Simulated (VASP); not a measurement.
## Au: work function with PW91

Au, a slab with vacuum:

```
Au
1.0
     2.82262    0.00000    0.00000
    -1.41131    2.55593    0.00000
     0.00000    0.00000   27.23292
Au
6
Direct
  0.33467 0.66934 0.27540
  0.66533 0.33066 0.36524
  0.33467 0.66934 0.45508
  0.66533 0.33066 0.54492
  0.33467 0.66934 0.63476
  0.66533 0.33066 0.72460
```

- Program: VASP 6.6.1
- Task: work function
- Functional: PW91
- Potentials or basis: VASP PAW PBE potentials, release 64 (Au)
- Cutoff: 520 eV
- k mesh: 8 × 8 × 1
- Occupations: fermi-dirac, width 0.05 eV
- Spin: no spin polarisation
- Dipole correction: yes
- Further INCAR settings: ALGO = Fast; EDIFF = 1e-06

```
Largest force                   : 0.279 eV/Å
Band gap on the k mesh          : none (metal or under the smearing width)
Work function of the upper face : 5.31 eV
Work function of the lower face : 5.31 eV
```

Forces on the atoms (eV/Å):
```
Au   0.000  0.009 -0.279
Au   0.000 -0.017  0.175
Au   0.000  0.021 -0.072
Au   0.000 -0.021  0.072
Au   0.000  0.017 -0.175
Au   0.000 -0.009  0.279
```

Levels at points of the mesh, in eV from the Fermi level:
```csv
k point,band 31,band 32,band 33,band 34,band 35,band 36,band 37,band 38
"(0.00, 0.00, 0.00)",-2.33,-2.23,-2.20,-2.14,-2.13,-0.87,-0.16,3.73
"(0.50, 0.00, 0.00)",0.33,0.33,0.71,1.24,1.61,1.70,3.96,3.98
"(0.00, 0.50, 0.00)",0.04,0.04,0.38,0.86,1.18,1.24,3.36,3.40
```

Wall time 3.9 min on 1 thread of Intel(R) Xeon(R) Platinum 8488C (Sapphire Rapids) (shared host), peak memory 0.39 GiB.

Caveat: the PAW data sets were made with another functional, which shifts forces and pressure a little. The run has no spin-orbit coupling, so splittings on Au are missing.
